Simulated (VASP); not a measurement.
# InAs (F-43m) in VASP: further runs

One crystal, InAs, is run at these levels: PBE; tasks: relaxation of cell and atoms.

Program: VASP 6.6.1. These are calculated values, not measurements. Logs are shortened: lines on timing, memory, paths and dates and some standing lists are left out, and cuts for length are marked.

## Step 1: Starting point

Symmetry: F-43m, No. 216, cubic system. The conventional cell has a = 6.036 Å, b = 6.036 Å, c = 6.036 Å, α = 90.00°, β = 90.00°, γ = 90.00°. Around In (site symmetry -43m) lie 4 As at 2.61 Å. As (site symmetry -43m) has 4 In at 2.61 Å as nearest neighbours.

## Step 2: Relaxation of cell and atoms, PBE

INCAR

```
SYSTEM = InAs
ALGO     = Normal         ! electronic algorithm
EDIFF    = 1E-7           ! SCF threshold, eV
EDIFFG   = -0.002         ! ionic threshold
ENCUT    = 250            ! plane-wave cutoff, eV
GGA      = PE             ! functional
IBRION   = 2              ! ionic algorithm
ISIF     = 3              ! what is computed and relaxed
ISMEAR   = 0              ! smearing method
LASPH    = .TRUE.         ! aspherical terms in the spheres
LCHARG   = .FALSE.        ! write CHGCAR
LREAL    = .FALSE.        ! projectors in reciprocal space
LWAVE    = .FALSE.        ! write WAVECAR
NELM     = 60             ! most SCF steps
NSW      = 80             ! ionic steps
PREC     = Accurate       ! precision mode
SIGMA    = 0.02           ! smearing width, eV
```

KPOINTS

```
k-points
0
G
  10 10 10
  0 0 0
```

POSCAR

```
InAs
1.0
    0.0000000000      3.0180000000      3.0180000000
    3.0180000000      0.0000000000      3.0180000000
    3.0180000000      3.0180000000      0.0000000000
In As
1 1
Direct
    0.0000000000      0.0000000000      0.0000000000
    0.2500000000      0.2500000000      0.2500000000
```

Potentials or basis: VASP PAW PBE potentials, release 64 (In_d, As).

On the command line:

```
cat potpaw_PBE.64/In_d/POTCAR potpaw_PBE.64/As/POTCAR > POTCAR
mpirun -np 1 vasp_std > vasp.out
```

OUTCAR:

```text
SYSTEM = InAs
   EDIFF = 1E-7
   EDIFFG = -0.002
   ENCUT = 250
   GGA = PE
   IBRION = 2
   ISIF = 3
   ISMEAR = 0
   LASPH = .TRUE.
   LREAL = .FALSE.
   NELM = 60
   NSW = 80
   PREC = Accurate

 ion  position               nearest neighbor table
   1  0.000  0.000  0.000-   2 2.61   2 2.61   2 2.61   2 2.61
   2  0.250  0.250  0.250-   1 2.61   1 2.61   1 2.61   1 2.61

  LATTYP: Found a face centered cubic cell.
 ALAT       =     6.0360000000

  Lattice vectors:

 A1 = (   0.0000000000,   3.0180000000,   3.0180000000)
 A2 = (   3.0180000000,   0.0000000000,   3.0180000000)
 A3 = (   3.0180000000,   3.0180000000,   0.0000000000)

Analysis of symmetry for initial positions (statically):
=====================================================================
 Subroutine PRICEL returns:
 Original cell was already a primitive cell.

 Routine SETGRP: Setting up the symmetry group for a
 face centered cubic supercell.

 Subroutine GETGRP returns: Found 24 space group operations
 (whereof 24 operations were pure point group operations)
 out of a pool of 48 trial point group operations.

The static configuration has the point symmetry T_d .

Analysis of symmetry for dynamics (positions and initial velocities):
=====================================================================
 Subroutine PRICEL returns:
 Original cell was already a primitive cell.

 Routine SETGRP: Setting up the symmetry group for a
 face centered cubic supercell.

 Subroutine GETGRP returns: Found 24 space group operations
 (whereof 24 operations were pure point group operations)
 out of a pool of 48 trial point group operations.

The dynamic configuration has the point symmetry T_d .

 Subroutine INISYM returns: Found 24 space group operations
 (whereof 24 operations are pure point group operations),
 and found     1 'primitive' translations

----------------------------------------------------------------------------------------

                                     Primitive cell

  volume of cell :      54.9778

  direct lattice vectors                    reciprocal lattice vectors
     0.000000000  3.018000000  3.018000000    -0.165672631  0.165672631  0.165672631
     3.018000000  0.000000000  3.018000000     0.165672631 -0.165672631  0.165672631
     3.018000000  3.018000000  0.000000000     0.165672631  0.165672631 -0.165672631

  length of vectors
     4.268096531  4.268096531  4.268096531     0.286953414  0.286953414  0.286953414

  position of ions in fractional coordinates (direct lattice)
     0.000000000  0.000000000  0.000000000
     0.250000000  0.250000000  0.250000000

  ion indices of the primitive-cell ions
   primitive index   ion index
                 1           1
                 2           2

----------------------------------------------------------------------------------------

 KPOINTS: k-points

Automatic generation of k-mesh.
 Grid dimensions read from file:
 generate k-points for:   10   10   10

 Generating k-lattice:

  Cartesian coordinates                     Fractional coordinates (reciprocal lattice)
    -0.016567263  0.016567263  0.016567263     0.100000000  0.000000000  0.000000000
     0.016567263 -0.016567263  0.016567263     0.000000000  0.100000000  0.000000000
     0.016567263  0.016567263 -0.016567263     0.000000000  0.000000000  0.100000000

  Length of vectors
     0.028695341  0.028695341  0.028695341

  Shift w.r.t. Gamma in fractional coordinates (k-lattice)
     0.000000000  0.000000000  0.000000000

 Subroutine IBZKPT returns following result:
 ===========================================

 Found     47 irreducible k-points:

 Following reciprocal coordinates:
            Coordinates               Weight
  0.000000  0.000000  0.000000      1.000000
  0.100000  0.000000  0.000000      8.000000
  0.200000  0.000000  0.000000      8.000000
  0.300000  0.000000  0.000000      8.000000
  0.400000  0.000000  0.000000      8.000000
  0.500000  0.000000  0.000000      4.000000
[... 16 lines left out ...]
  0.300000  0.300000  0.000000      6.000000
  0.400000  0.300000  0.000000     24.000000
 [... further k-points ...]
   k-points           NKPTS =     47   k-points in BZ     NKDIM =     47   number of bands    NBANDS=     13
   number of dos      NEDOS =    301   number of ions     NIONS =      2
   total plane-waves  NPLWV =  13824
   dimension x,y,z NGX =    24 NGY =   24 NGZ =   24
   dimension x,y,z NGXF=    48 NGYF=   48 NGZF=   48
   ions per type =               1   1
   NGX,Y,Z   is equivalent  to a cutoff of   9.35,  9.35,  9.35 a.u.
   NGXF,Y,Z  is equivalent  to a cutoff of  18.70, 18.70, 18.70 a.u.
 SYSTEM =  InAs
   PREC   = accura    normal or accurate (medium, high low for compatibility)
   ISTART =      0    job   : 0-new  1-cont  2-samecut
   ICHARG =      2    charge: 1-file 2-atom 10-const
   ISPIN  =      1    spin polarized calculation?
   LNONCOLLINEAR =      F non collinear calculations
   LSORBIT =      F    spin-orbit coupling
   LASPH  =      T    aspherical Exc in radial PAW
   ENCUT  =  250.0 eV  18.37 Ry    4.29 a.u.   5.50  5.50  5.50*2*pi/ulx,y,z
   NELM   =     60;   NELMIN=  2; NELMDL= -5     # of ELM steps
   EDIFF  = 0.1E-06   stopping-criterion for ELM
   LREAL  =      F    real-space projection
   EDIFFG = -.2E-02   stopping-criterion for IOM
   NSW    =     80    number of steps for IOM
   IBRION =      2    ionic relax: 0-MD 1-quasi-New 2-CG
   NFREE  =      1    steps in history (QN), initial steepest desc. (CG)
   ISIF   =      3    stress and relaxation
   ISYM   =      2    0-nonsym 1-usesym 2-fastsym
   POTIM  = 0.5000    time-step for ionic-motion
   TEBEG  =    0.0;   TEEND  =   0.0 temperature during run
   PSTRESS=    0.0 pullay stress
   NELECT =      18.0000    total number of electrons
   NUPDOWN=      -1.0000    fix difference up-down
   EMIN   =  10.00;   EMAX   =-10.00  energy-range for DOS
   EFERMI =   0.00;   METHOD = LEGACY
   ISMEAR =     0;   SIGMA  =   0.02  broadening in eV -4-tet -1-fermi 0-gaus
   EFERMI_NEDOS =   21; number of points for ismear=-14 and -15
   IALGO  =     38    algorithm
   IMIX   =      4    mixing-type and parameters
     AMIX     =   0.40;   BMIX     =  1.00
     AMIX_MAG =   1.60;   BMIX_MAG =  1.00
  volume/ion in A,a.u.               =      27.49       185.50
  Fermi-wavevector in a.u.,A,eV,Ry     =   1.128331  2.132236 17.321990  1.273130
  Thomas-Fermi vector in A             =   2.265020
   LORBIT       =      0    0 simple, 1 ext, 2 COOP (PROOUT), +10 PAW based schemes
   GGA     = PE    functional components
   LHFCALC =     F    Hartree Fock is set to
   AEXX    =    0.0000 exact exchange contribution
   IVDW    =     0    specifies the selected vdW correction
   LEPSILON=     F    determine dielectric tensor
   LRPA    =     F    only Hartree local field effects (RPA)
 conjugate gradient relaxation of ions
 non-spin polarized calculation
 Gauss-broadening in eV      SIGMA  =   0.02
  energy-cutoff  :      250.00
  volume of cell :       54.98
 maximum number of plane-waves:       531
 NGX is ok and might be reduce to    24
   NGX = 11   NGY = 11   NGZ = 11

--------------------------------------- Ionic step        1  -------------------------------------------

 number of electron      17.9999993 magnetization

 Free energy of the ion-electron system (eV)
  ---------------------------------------------------
  ext. energy  EPLUGINS =         0.00000000
  ---------------------------------------------------
  free energy    TOTEN  =        -7.66260884 eV

  energy without entropy =       -7.66257798  energy(sigma->0) =       -7.66259341

 E-fermi :   4.5703     XC(G=0):  -9.1177

 val. band max:        4.5641648219   @ k =   0.0000   0.0000   0.0000
 cond. band min:       5.5296099511   @ k =   0.1000   0.0000   0.0000
 fundamental gap:      0.9654451292
 Fermi energy:         4.5702554877

 k-point     1 :       0.0000    0.0000    0.0000
  band No.  band energies     occupation
      1      -9.8102      2.00000
      2      -9.8102      2.00000
      3      -9.8102      2.00000
      4      -9.6816      2.00000
      5      -9.6816      2.00000
      6      -7.3352      2.00000
      7       4.3934      2.00000
      8       4.5642      1.33335
      9       4.5642      1.33335
     10       4.5642      1.33330
     11       8.4719      0.00000
     12       8.4719      0.00000
     13       8.4719      0.00000

 k-point     2 :       0.1000    0.0000    0.0000
  band No.  band energies     occupation
      1      -9.8239      2.00000
      2      -9.8062      2.00000
      3      -9.8062      2.00000
      4      -9.6816      2.00000
      5      -9.6816      2.00000
      6      -7.2297      2.00000
      7       3.0568      2.00000
      8       4.4346      2.00000
      9       4.4346      2.00000
     10       5.5296      0.00000
     11       8.5413      0.00000
[... 412 lines left out ...]
 POSITION                                       TOTAL-FORCE (eV/Angst)
 -----------------------------------------------------------------------------------
      0.00000      0.00000      0.00000         0.000000      0.000000      0.000000
      1.56145      1.56145      1.56145        -0.000000     -0.000000     -0.000000
 -----------------------------------------------------------------------------------
    total drift:                               -0.000000     -0.000000     -0.000000

  FREE ENERGIE OF THE ION-ELECTRON SYSTEM (eV)
  ---------------------------------------------------
  free  energy   TOTEN  =        -7.6927859628 eV

  energy  without entropy=       -7.6927551103  energy(sigma->0) =       -7.69277054

--------------------------------------- Ionic step        3  -------------------------------------------

 number of electron      17.9999970 magnetization

 Free energy of the ion-electron system (eV)
  ---------------------------------------------------
  ext. energy  EPLUGINS =         0.00000000
  ---------------------------------------------------
  free energy    TOTEN  =        -7.70839229 eV

  energy without entropy =       -7.70836144  energy(sigma->0) =       -7.70837687

 E-fermi :   3.9376     XC(G=0):  -8.8372

 val. band max:        3.9314787458   @ k =   0.0000   0.0000   0.0000
 cond. band min:       4.7022593546   @ k =   0.1000   0.0000   0.0000
 fundamental gap:      0.7707806088
 Fermi energy:         3.9375691179

 k-point     1 :       0.0000    0.0000    0.0000
  band No.  band energies     occupation
      1     -10.3285      2.00000
      2     -10.3285      2.00000
      3     -10.3285      2.00000
      4     -10.2250      2.00000
      5     -10.2250      2.00000
      6      -7.5678      2.00000
      7       3.4332      2.00000
      8       3.9315      1.33336
      9       3.9315      1.33336
     10       3.9315      1.33328
     11       7.8081      0.00000
     12       7.8081      0.00000
     13       7.8081      0.00000

 k-point     2 :       0.1000    0.0000    0.0000
  band No.  band energies     occupation
      1     -10.3381      2.00000
      2     -10.3251      2.00000
      3     -10.3251      2.00000
      4     -10.2245      2.00000
      5     -10.2245      2.00000
      6      -7.4743      2.00000
      7       2.3411      2.00000
      8       3.8157      2.00000
      9       3.8157      2.00000
     10       4.7023      0.00000
     11       7.8486      0.00000
[... 376 lines left out ...]
 POSITION                                       TOTAL-FORCE (eV/Angst)
 -----------------------------------------------------------------------------------
      0.00000      0.00000      0.00000         0.000000      0.000000      0.000000
      1.54174      1.54174      1.54174        -0.000000     -0.000000     -0.000000
 -----------------------------------------------------------------------------------
    total drift:                                0.000000      0.000000      0.000001

  FREE ENERGIE OF THE ION-ELECTRON SYSTEM (eV)
  ---------------------------------------------------
  free  energy   TOTEN  =        -7.7083922923 eV

  energy  without entropy=       -7.7083614398  energy(sigma->0) =       -7.70837687

 reached required accuracy - stopping structural energy minimisation
```

Run time: 25 s. Hardware: 1 thread of Intel Xeon Platinum 8259CL at 2.50GHz (Skylake/Cascade Lake), shared host; peak memory 0.14 GiB.

The run converged, but some of its settings lie outside the range that counts as converged, so its numbers aren't taken as properties of the crystal.

What came out:

- Free energy: -7.7084 eV
- Relaxed volume: 29.32 Å³/atom
- Relaxed cell: a = 4.361 Å, b = 4.361 Å, c = 4.361 Å, α = 60.00°, β = 60.00°, γ = 60.00°
- Space group after relaxing (to 0.05 Å): F-43m (No. 216)
- Energy gained by relaxing: 22.9 meV/atom
- Ionic steps: 3
- Band gap on the k mesh: none (metal or under the smearing width)

Caveat: the cutoff is under 1.25 times the usual one of these potentials, so pressure, stress and relaxed cells hold a basis-set (Pulay) error; this crystal is a semiconductor, whose small gap the functional closes, so the metal is an error of the method.

[end of part 1 of 2]
